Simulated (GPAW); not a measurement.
Crystal: MgO.

```xyz
2
Lattice="0.0000 2.0970 2.0970 2.0970 0.0000 2.0970 2.0970 2.0970 0.0000" Properties=species:S:1:pos:R:3 pbc="T T T"
Mg    0.0000    0.0000    0.0000
O     2.0970    2.0970    2.0970
```

The cell is a database's computed one.

Base run:

* Program: GPAW 26.7.0
* Functional: AM05
* Potentials or basis: PAW data sets generated in the run's folder for this functional
* Cutoff: 800 eV
* Basis: pw
* k mesh: 11 × 11 × 11
* Occupations: fermi-dirac, width 0.05 eV
* Spin: no spin polarisation

Its results: band gap on the k mesh 4.86 eV, direct; pressure 3.7 GPa.

Task: After a change of settings the same cell gave: band gap on the k mesh 5.17 eV, direct; pressure 8.6 GPa. Which change was it?
A. functional from AM05 to r2SCAN; potentials or basis from PAW data sets generated in the run's folder for this functional to GPAW PAW data sets (gpaw-data 1.2.1)
B. functional from AM05 to LDA; potentials or basis from PAW data sets generated in the run's folder for this functional to the program's PAW data sets (release 1.2.1) made for this functional
C. functional from AM05 to BLYP
D. functional from AM05 to PBE; potentials or basis from PAW data sets generated in the run's folder for this functional to GPAW PAW data sets (gpaw-data 1.2.1)

Result: C.

BLYP binds less tightly than AM05, so the same cell stands under more pressure.
